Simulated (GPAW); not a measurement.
Write an ASE script for GPAW 26.7.0 that does the following.

* Task: single point
* Functional: PBE
* Potentials or basis: GPAW PAW data sets (gpaw-data 1.2.1)
* Cutoff: 450 eV
* Basis: pw
* k mesh: 7 × 7 × 4
* Occupations: fermi-dirac, width 0.05 eV
* Spin: no spin polarisation
* Maxiter: 120
* Convergence: default

Crystal: Si.

```
Si
1.0
     3.83132    0.00000    0.00000
    -1.91566    3.31802    0.00000
     0.00000    0.00000    6.33262
Si
4
Cartesian
  1.9157 1.1060 5.9336
  0.0000 2.2120 2.7673
  1.9157 1.1060 3.5653
  0.0000 2.2120 0.3990
```

This isn't the form of Si at room conditions, which is diamond.

These files were run (other wordings do the same):

run.py

```python
from ase import Atoms
from ase.dft.bandgap import bandgap
from ase.io import write
from ase.units import GPa
from gpaw import GPAW, PW

atoms = Atoms(['Si', 'Si', 'Si', 'Si'],
              cell=[[3.8313174605, 0.0, 0.0],
                    [-1.9156587303, 3.3180182508, 0.0],
                    [0.0, 0.0, 6.3326220002]],
              scaled_positions=[[0.6666666667, 0.3333333333, 0.9369905],
                                [0.3333333333, 0.6666666667, 0.4369905],
                                [0.6666666667, 0.3333333333, 0.5630095],
                                [0.3333333333, 0.6666666667, 0.0630095]],
              pbc=True)

calc = GPAW(mode=PW(450),
            xc='PBE',
            kpts={'size': (7, 7, 4), 'gamma': True},
            occupations={'name': 'fermi-dirac', 'width': 0.05},
            nbands=18,
            maxiter=120,
            txt='gpaw.txt')
atoms.calc = calc
energy = atoms.get_potential_energy()
forces = atoms.get_forces()
stress = atoms.get_stress()
calc.write('gs.gpw')
write('result.traj', atoms)
print(f'Energy: {energy:.6f} eV')
print('Forces (eV/A):')
print(forces.round(4))
print('Stress (GPa):', (stress / GPa).round(3))
print('Fermi level:', round(calc.get_fermi_level(), 4), 'eV')
print(f'Gap: {bandgap(calc)[0]:.4f} eV, direct: {bandgap(calc, direct=True)[0]:.4f} eV')
```

Potentials or basis: GPAW PAW data sets (gpaw-data 1.2.1), pw.

The run is started by

```sh
$ OMP_NUM_THREADS=1 python run.py
```

It gave:

| Property | Result |
| --- | --- |
| Pressure | 1.7 GPa |
| Largest force | 0.008 eV/Å |
| Band gap on the k mesh | 0.48 eV, indirect (least direct gap 1.03 eV) |

Caveat: the cutoff is short for stress and forces, so pressures can be off by a GPa or more; an odd mesh through Γ misses points on the zone boundary, where band edges often lie.

Run time: 21 s on 1 thread of AMD EPYC 7571 (shared host), peak memory 0.15 GiB.
